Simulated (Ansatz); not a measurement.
Space group P6_3/mmc (No. 194). a = 4.344 Å, b = 4.344 Å, c = 4.217 Å, α = 90.00°, β = 90.00°, γ = 120.00°
```json
{"atom": "Bi", "site": "2c", "symmetry": "-6m2", "x": "0.3333", "y": "0.6667", "z": "0.2500"}
```

Equation of state of this Bi structure (not necessarily the ground state), with shape and atoms relaxed at each volume where symmetry leaves them free. It has no gap at any of these volumes. All numbers below come from Ansatz 0.2.0, DFT r2SCAN, scalar-relativistic, plane waves, PAW.

Cutoff 500 eV; k points 12×12×10 on the computed 2-atom cell (Γ-centred); Gaussian smearing, width 0.10 eV; no spin polarisation.

```tsv
V (Å³/atom)	E − E(largest V) (meV/atom)	P (GPa)
32.387	4.38	3.26
33.421	-11.08	1.50
34.454	-15.82	0.02
35.488	-11.61	-1.24
36.522	0.00	-2.30
```

Q: Fit a third-order Birch–Murnaghan equation to E(V).

A: V0 = 34.45 Å³/atom, B0 = 46 GPa, B0' = 5.2.

Spin-orbit coupling is left out, which matters for the bands of heavy elements.

This form isn't the element's structure at ambient conditions.

Cost: 5 runs of about 3 core-minutes in all, on Intel Xeon Platinum 8488C (Sapphire Rapids) (shared hosts).